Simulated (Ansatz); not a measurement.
Molecular dynamics on a 2×2×2 supercell (24 atoms) of Li₂S (Fm-3m), relaxed with r2SCAN. Forces come from r2SCAN in Ansatz: a Nosé-Hoover thermostat at fixed volume, 1000 K, steps of 1 fs. Computed, non-magnetic; the trajectory is short and the cell small, so nothing here is a converged average.

```yaml
crystal:
  lattice:
    - [0.0, 5.6905887493, 5.6905887493]
    - [5.6905887493, 0.0, 5.6905887493]
    - [5.6905887493, 5.6905887493, 0.0]
  atoms:
    - { symbol: Li, position: [0.125, 0.125, 0.125] }
    - { symbol: Li, position: [0.375, 0.375, 0.375] }
    - { symbol: S, position: [0.0, 0.0, 0.0] }
    - { symbol: Li, position: [0.125, 0.125, 0.625] }
    - { symbol: Li, position: [0.375, 0.375, 0.875] }
    - { symbol: S, position: [0.0, 0.0, 0.5] }
    - { symbol: Li, position: [0.125, 0.625, 0.125] }
    - { symbol: Li, position: [0.375, 0.875, 0.375] }
    - { symbol: S, position: [0.0, 0.5, 0.0] }
    - { symbol: Li, position: [0.125, 0.625, 0.625] }
    - { symbol: Li, position: [0.375, 0.875, 0.875] }
    - { symbol: S, position: [0.0, 0.5, 0.5] }
    - { symbol: Li, position: [0.625, 0.125, 0.125] }
    - { symbol: Li, position: [0.875, 0.375, 0.375] }
    - { symbol: S, position: [0.5, 0.0, 0.0] }
    - { symbol: Li, position: [0.625, 0.125, 0.625] }
    - { symbol: Li, position: [0.875, 0.375, 0.875] }
    - { symbol: S, position: [0.5, 0.0, 0.5] }
    - { symbol: Li, position: [0.625, 0.625, 0.125] }
    - { symbol: Li, position: [0.875, 0.875, 0.375] }
    - { symbol: S, position: [0.5, 0.5, 0.0] }
    - { symbol: Li, position: [0.625, 0.625, 0.625] }
    - { symbol: Li, position: [0.875, 0.875, 0.875] }
    - { symbol: S, position: [0.5, 0.5, 0.5] }
kpoints:
  mp_grid: { grid: [2, 2, 2] }
hamiltonian:
  xc: r2scan
scf:
  occupations: { method: fermi_dirac, width: 0.086 }
md:
  ensemble: nvt_nose_hoover
  temperature: 1000
  timestep: 1.0
  n_steps: 30
  initial_velocities: maxwell_boltzmann
  seed: 1058
```

Run as `ansatz run input.yaml --threads 4 --pin off --max-ram 3686MiB --backend cpu --events-out ev --progress --plain --runs-dir out`. Wall time 3.4 min on 4 threads of Arm Neoverse V1, with other jobs on the host; peak host memory 1.9 GiB.

Task: How do temperature and energy develop?

Result: The temperature starts at 1000 K, is lowest at step 23 (207 K, 23 fs) and ends at 298 K. The thermostat hasn't had time to restore it. The atoms start on their lattice sites with kinetic energy alone, so much of it first passes into potential energy. By the last step the atoms have moved 0.29 Å in the root mean square, the drift of the whole cell taken out, 0.53 Å at most.
```tsv
step	t (fs)	T (K)	free energy F from step 0 (meV/atom)	kinetic energy (meV/atom)	largest force (eV/Å)
0	0	1000	0.0	123.9	0.00
1	1	996	0.5	123.4	0.09
2	2	985	1.9	122.0	0.18
3	3	966	4.2	119.7	0.27
4	4	940	7.4	116.5	0.37
5	5	908	11.4	112.5	0.47
6	6	870	16.1	107.8	0.57
7	7	826	21.5	102.4	0.67
8	8	779	27.5	96.4	0.77
9	9	727	33.9	90.1	0.87
10	10	673	40.6	83.4	0.96
11	11	618	47.5	76.5	1.06
12	12	562	54.4	69.6	1.15
13	13	507	61.2	62.9	1.23
14	14	455	67.8	56.3	1.31
15	15	405	74.0	50.2	1.37
16	16	359	79.7	44.5	1.43
17	17	319	84.7	39.5	1.47
18	18	284	89.1	35.2	1.50
19	19	256	92.7	31.7	1.51
20	20	234	95.4	28.9	1.51
21	21	218	97.4	27.0	1.50
22	22	209	98.5	25.9	1.47
23	23	207	98.9	25.6	1.44
24	24	209	98.6	25.9	1.39
25	25	217	97.7	26.9	1.34
26	26	228	96.4	28.3	1.29
27	27	243	94.6	30.1	1.23
28	28	260	92.5	32.2	1.18
29	29	279	90.3	34.6	1.14
30	30	298	88.0	37.0	1.11
```

Positions (Å) and forces (eV/Å) at step 30:
```
Li   1.566   1.424   1.510    -0.283   0.064  -0.087
Li   4.390   4.379   4.187    -0.691  -0.276   0.340
S    0.051   0.075  -0.006     0.046  -0.309  -0.136
Li   4.203   4.698   1.287    -0.009  -1.052   0.181
Li   7.359   6.945   4.546    -0.422  -0.080  -0.282
S    2.946   2.733   0.021    -0.134   0.751  -0.041
Li   4.319   1.262   4.107     0.247   0.206   0.156
Li   7.058   4.283   6.872     0.335  -0.284   0.430
S    2.808  -0.008   2.884     0.071  -0.346  -0.243
Li   6.827   4.487   3.872     0.152  -0.226   0.842
Li   9.912   7.161   6.759     0.558   0.224   0.800
S    5.543   2.878   2.871     1.036   0.089   0.002
Li   1.218   4.081   4.239     0.399   0.507   0.112
Li   4.532   7.384   6.998    -0.431  -0.393  -0.019
S    0.013   2.916   2.704    -0.287  -0.447  -0.009
Li   4.643   7.266   4.333    -0.568  -0.399  -0.301
Li   7.110   9.812   7.169    -0.189   0.329  -0.448
S    2.906   5.625   2.971    -0.125   0.347  -0.446
Li   4.282   4.291   7.044    -0.290  -0.011   0.133
Li   7.330   7.004  10.155    -0.218   0.020  -0.191
S    2.737   2.819   5.711     0.333   0.266   0.114
Li   7.403   7.090   7.448    -0.692   0.266  -0.298
Li   9.650   9.637   9.742     0.263   0.537   0.003
S    5.596   5.691   5.774     0.899   0.216  -0.612
```
